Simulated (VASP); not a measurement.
# Sc: restarted molecular dynamics, 2 variants

Sc, P4/nmm (no. 129), 8 atoms in the cell. PBE, molecular dynamics; PAW potentials Sc_sv (PBE set).

| Restart from | Temperature at the end (K) | The same without a restart (K) | Potential energy at the end (eV/atom) | The same without a restart (eV/atom) | Electronic steps in the first step after the restart | Time (s) |
|---|---|---|---|---|---|---|
| CONTCAR with velocities, WAVECAR read | 1211.0 | 1211.0 | -6.15273 | -6.15274 | 7 | 510 |
| CONTCAR with velocities, no WAVECAR | 1211.0 | 1211.0 | -6.15275 | -6.15274 | 36 | 505 |

Limits: 120 fs of 8 atoms are too short for converged averages; the cell is only 5.4 Å across, so each atom moves in step with near copies of itself.

## Input of the first row

INCAR.step1:
```
SYSTEM = Sc
GGA = PE ; PREC = Normal
ENCUT = 230 ; EDIFF = 1E-6
NELMIN = 4 ; NELM = 60
ALGO = Fast ; LREAL = Auto
LASPH = .True. ; ISMEAR = -1
SIGMA = 0.05 ; ISYM = 0
LWAVE = .True. ; LCHARG = .False.
IBRION = 0 ; NSW = 30
POTIM = 2.0 ; TEBEG = 600
ISIF = 2 ; RANDOM_SEED = 543607 0 0
MDALGO = 4 ; NHC_NCHAINS = 3
NHC_PERIOD = 30 ; KPAR = 2
```

INCAR.step2, as INCAR.step1 but for:
```
- LWAVE = .True.
+ LWAVE = .False.
```

KPOINTS:
```
k-points
0
Monkhorst-Pack
  2 2 2
```

POSCAR.step1:
```
Sc
1.0
    5.4226760000      0.0000000000      0.0000000000
    0.0000000000      5.4226760000      0.0000000000
    0.0000000000      0.0000000000      6.8704120000
Sc
8
Direct
    0.0000000000      0.5000000000      0.2336680000
    0.0000000000      0.5000000000      0.7336680000
    0.5000000000      0.0000000000      0.2663320000
    0.5000000000      0.0000000000      0.7663320000
    0.0000000000      0.0000000000      0.0000000000
    0.0000000000      0.0000000000      0.5000000000
    0.5000000000      0.5000000000      0.0000000000
    0.5000000000      0.5000000000      0.5000000000
```

Commands (each step's output is kept before the next begins):
```
cat potpaw_PBE.64/Sc_sv/POTCAR > POTCAR
cp INCAR.step1 INCAR
cp POSCAR.step1 POSCAR
mpirun -np 2 vasp_std > vasp.out
cp CONTCAR POSCAR
cp INCAR.step2 INCAR
mpirun -np 2 vasp_std > vasp.out
```

Changes of the last row against the first:
```
(step 1)
- LWAVE = True
+ LWAVE = False
```

VASP 6.6.1 took 510 s on 2 cores (Intel Xeon Platinum 8259CL @ 2.50GHz (Skylake/Cascade Lake)), a shared host.
